A crystal of MoTe₂ is a stack of layers, with two layers in each repeat along the stacking axis. The problem is to find out where its highest valence electrons sit, at the zone centre Γ or near the corner K of the hexagonal zone, and how far a routine PBE calculation can settle this. Points a, b and c are fractions of the reciprocal cell vectors, with c along the stack, and energies count from the highest occupied level on the mesh.

ABINIT 10.8.3 calculation of bulk MoTe₂ (space group P6₃/mmc) at fixed geometry, with PBE, JTH PAW v2.0 datasets and a 408 eV plane-wave cutoff, without spin polarisation or spin-orbit coupling. The k mesh is 7×7×2, with Fermi-Dirac smearing of 0.05 eV. Levels are numbered outwards from the gap and counted from the valence top on the mesh.

```tsv
point a (reciprocal cell vector)	point b (reciprocal cell vector)	point c (reciprocal cell vector)	level point (row)	level under 4 (eV)	level under 3 (eV)	level under 2 (eV)	level under 1 (eV)	level over 1 (eV)	level over 2 (eV)
0.0000	0.0000	0.0000	1	-1.051	-1.051	-0.384	0.000	2.859	2.861
0.2857	0.0000	0.0000	2	-1.129	-1.112	-1.043	-1.031	1.054	1.644
0.1429	0.1429	0.0000	3	-1.135	-0.945	-0.750	-0.625	1.014	1.598
0.2857	0.2857	0.0000	4	-1.913	-1.708	-0.464	-0.249	1.001	1.190
0.0000	0.0000	0.5000	5	-1.069	-1.069	-0.096	-0.096	2.890	2.890
0.1429	0.0000	0.5000	6	-1.178	-1.178	-0.310	-0.310	2.117	2.117
0.4286	0.1429	0.5000	7	-1.917	-1.917	-0.432	-0.432	1.269	1.269
```

(a) Where is the highest occupied level, and is the gap direct?

*Solution.* The highest occupied level is at level point 1, which is Γ. Point 4, the printed point nearest K, lies 0.249 eV lower. The smallest gap at a single point is 1.25 eV, at point 4, while the gap over the whole mesh is only 0.80 eV. The lowest conduction level of the mesh lies at a point that isn't among the seven printed. The gap is therefore indirect on this mesh: an electron crossing it must also change its crystal momentum.

(b) Why do the top two valence levels coincide at c = 0.5, but not at Γ?

*Solution.* Each layer brings its own copy of a level, and electrons can hop to the layer above or below. At c = 0 the two hopping paths add, so the copies mix and split into an upper and a lower level. At c = 0.5 the wave changes sign from one repeat to the next, and the two paths cancel. The crystal's screw axis, together with time reversal, makes this pairing exact, so the pairs don't mean that the layers ignore each other. The equal pair at −1.051 eV at Γ has another origin: the threefold symmetry of the layers makes the two in-plane directions equivalent.

(c) Use this picture to predict the top pair at point 5, directly above Γ in the zone.

*Solution.* Let $E_0$ be the level of one layer inside the crystal before hopping is counted, $t$ the hopping strength between adjacent layers, $h$ the height of the two-layer repeat and $k_z$ the wave number along the stack. The two paths sum to $t(1+e^{-ik_zh})$, which gives

$$E=E_0\pm 2|t|\,|\cos(k_zh/2)|.$$

At Γ the cosine is 1, and the levels 0.000 and −0.384 eV lie evenly about $E_0=-0.192$ eV. At point 5 the cosine is zero, so both levels should sit at $E_0$.

The calculation puts them at −0.096 eV, so the top level falls only half as far as predicted. Point 5 played no part in setting $E_0$ or $t$, which makes this a real test. The picture explains why the levels split and rejoin, but not where they rejoin. Mixing with other levels, or hopping to more distant layers, may account for the difference.

(d) Why does stacking matter so much for the top level at Γ?

*Solution.* In the standard picture this level contains tellurium p orbitals that point out of the layer, towards the tellurium atoms of the next one. Their strong overlap pushes the upper combination up. Levels built from orbitals lying in the layer feel the neighbours less. The third level under the gap is consistent with this, since it falls by only 0.018 eV between points 1 and 5, though the table doesn't show its orbitals.

Near K the layers also split the top pair, but by less: 0.215 eV at point 4 against 0.384 eV at Γ. This suggests that pulling the layers apart would lower the top at Γ relative to K, although the test in (c) shows that half the splitting is no reliable measure of the shift. A single layer is indeed known to have its valence top at K.

(e) Spin-orbit coupling was left out. How far would it raise the upper valence level near K?

*Solution.* In one layer it would split the K level by roughly 0.2 eV, a recalled value. For a given spin the shift has opposite signs in the two layers, so it competes with the hopping that mixes them. Half the spin-orbit splitting and half the layer splitting then combine like the sides of a right triangle. With the layer splitting of 0.215 eV at point 4, the rise is

$$\sqrt{0.10^2+(0.215/2)^2}-0.215/2\approx0.04\ \text{eV}.$$

This is well below the 0.1 eV that an uncoupled layer would show. A heavier metal would strengthen the effect.

(f) Can the calculation decide between Γ and K?

*Solution.* Point 4 reaches only six sevenths of the way from Γ to K. If the valence band peaks at K like a parabola, with an assumed hole mass between half and one electron mass, the level rises by a further 0.1 to 0.2 eV. If spin-orbit coupling barely moves the level at Γ, the two rises together use up much or all of its 0.249 eV lead. The printed order holds for these points in this calculation, but the order of the true band edges remains open.

The atomic positions add to the doubt. Forces of 0.30 eV/Å still push the tellurium atoms along the stack, and the level at Γ is expected to be especially sensitive to their position.

(g) Which digits of the gap can be trusted?

*Solution.* The third decimal describes this run, not the material. For the same potential, a finer mesh that keeps the present points can only lower the gap or leave it unchanged, because it may find a higher valence level or a lower conduction level. PBE, however, usually makes gaps too small. The plane-wave cutoff and the mesh are also usual working choices, not converged limits, and the atoms are held still, so the effect of their vibrations on the gap is left out. "Indirect on this mesh, about 0.8 eV" is a fair statement of the result. The printed analysis below gives the estimates used in (e) and (f).

Numerical output:

```
Splittings and vertical gaps in eV:
     row  top valence splitting  lowest conduction splitting  vertical gap
     0.0                  0.384                        0.002         2.859
  0.2857                  0.012                         0.59         2.085
  0.1429                  0.125                        0.584         1.639
  0.2857                  0.215                        0.189          1.25
     0.0                      0                            0         2.986
  0.1429                      0                            0         2.427
  0.4286                      0                            0         1.701
Valence top at point 1 above that at point 4 in eV: 0.249
Lowest printed conduction level above the mesh conduction edge in eV: 0.2025
Smallest vertical gap less mesh gap in eV: 0.4516
Adjacent-layer model, predicted pair at point 5 in eV: -0.192
Calculated pair at point 5 in eV: -0.096
Model less calculation at point 5 in eV: -0.096
Calculated fall of the top level from point 1 to 5 as share of the predicted fall: 0.5
Fall of the third level under the gap from point 1 to 5 in eV: 0.018
Share of the way from Gamma to K reached by point 4: 0.8571
Distance from point 4 to K in 1/angstrom: 0.1701
Rough valence rise from point 4 to K for hole mass 1.0 in eV: 0.1103
Rough valence rise from point 4 to K for hole mass 0.5 in eV: 0.2206
Rough rise of the upper valence level by spin-orbit coupling in eV: 0.03932
Rough remaining lead of Gamma over K for hole mass 1.0 in eV: 0.09938
Rough remaining lead of Gamma over K for hole mass 0.5 in eV: -0.01092
```
